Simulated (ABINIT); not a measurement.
Input of an ABINIT 10.8.3 (patched build) run:

run.abi

```
pp_dirpath "./"
pseudos "Mn.GGA_PBE-JTH.xml, Si.GGA_PBE-JTH.xml"

acell 3.07218072 3.07218072 3.07218072 Angstrom
rprim
     1.0000000000     0.0000000000     0.0000000000
     0.0000000000     1.0000000000     0.0000000000
     0.0000000000     0.0000000000     1.0000000000
ntypat 2
znucl 25 14
natom 2
typat 1 2
xred
     0.0000000000     0.0000000000     0.0000000000
     0.5000000000     0.5000000000     0.5000000000

ecut 707.496042 eV
pawecutdg 48.0
pawxcdev 0

kptopt 1
ngkpt 9 9 9
nshiftk 1
shiftk 0.0 0.0 0.0

ixc 11

nband 15
occopt 3
tsmear 0.05 eV

nsppol 2
spinat
     0.0000000000     0.0000000000     5.0000000000
     0.0000000000     0.0000000000     0.0000000000

nstep 100
tolvrs 1.0e-9

iomode 3
prtwf 0
prtden 0
prteig 0
prtebands 0
```

Potentials or basis: JTH PAW PBE v2.0.

Launch:

```sh
$ abinit run.abi > log 2>&1
```

Question: What does it give for the site moments?

Answer: Mn +2.56; Si -0.09 μB.

Question: Estimate the band gap on the k mesh.

Answer: None (metal or under the smearing width).

Question: What does it give for the pressure?

Answer: -17.5 GPa.

Question: Predict the net moment.

Answer: 2.52 μB per cell.
